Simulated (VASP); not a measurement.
Here is a VASP 6.6.1 calculation.

The input INCAR:

```
SYSTEM = NiO2
  PREC = Accurate
  ENCUT = 520
  EDIFF = 1E-6
  ISMEAR = -1
  SIGMA = 0.05
  LREAL = .FALSE.
  LASPH = .TRUE.
  NELM = 100
  ALGO = Normal
  ISIF = 2
  LWAVE = .FALSE.
  LCHARG = .FALSE.
  ISPIN = 2
  MAGMOM = 1 0 0
  LORBIT = 11
  LMAXMIX = 4
  METAGGA = R2SCAN
  LMIXTAU = .TRUE.
```

File KPOINTS:

```
Automatic mesh
0
G
  8 8 5
  0 0 0
```

The input POSCAR:

```
NiO2
1.0
    2.7987818650      0.0000000000      0.0000000000
   -1.3993909325      2.4238161948      0.0000000000
    0.0000000000      0.0000000000      4.6182730000
Ni O
1 2
Direct
    0.0000000000      0.0000000000      0.5000000000
    0.3333333333      0.6666666667      0.2939610000
    0.6666666667      0.3333333333      0.7060390000
```

Contents of KPOINTS_OPT:

```
path GMKGALHA,LM,KH
10
line-mode
reciprocal
 0.0000000000  0.0000000000  0.0000000000  G
 0.5000000000  0.0000000000  0.0000000000  M

 0.5000000000  0.0000000000  0.0000000000  M
 0.3333333333  0.3333333333  0.0000000000  K

 0.3333333333  0.3333333333  0.0000000000  K
 0.0000000000  0.0000000000  0.0000000000  G

 0.0000000000  0.0000000000  0.0000000000  G
 0.0000000000  0.0000000000  0.5000000000  A

 0.0000000000  0.0000000000  0.5000000000  A
 0.5000000000  0.0000000000  0.5000000000  L

 0.5000000000  0.0000000000  0.5000000000  L
 0.3333333333  0.3333333333  0.5000000000  H

 0.3333333333  0.3333333333  0.5000000000  H
 0.0000000000  0.0000000000  0.5000000000  A

 0.5000000000  0.0000000000  0.5000000000  L
 0.5000000000  0.0000000000  0.0000000000  M

 0.3333333333  0.3333333333  0.0000000000  K
 0.3333333333  0.3333333333  0.5000000000  H
```

Potentials or basis: VASP PAW PBE potentials, release 64 (Ni, O).

Command:

```sh
$ cat potpaw_PBE.64/Ni/POTCAR potpaw_PBE.64/O/POTCAR > POTCAR
$ mpirun -np 1 vasp_std > vasp.out
```

(1) Predict the band gap on the k mesh.

(2) Predict the band gap along the path.

(3) Predict the pressure.

Answers

(1) 1.38 eV, indirect (least direct gap 1.55 eV).

(2) 1.45 eV, indirect (least direct gap 1.74 eV).

(3) -4.1 GPa.

Caveat: the PAW data sets were made with another functional, which shifts forces and pressure a little.
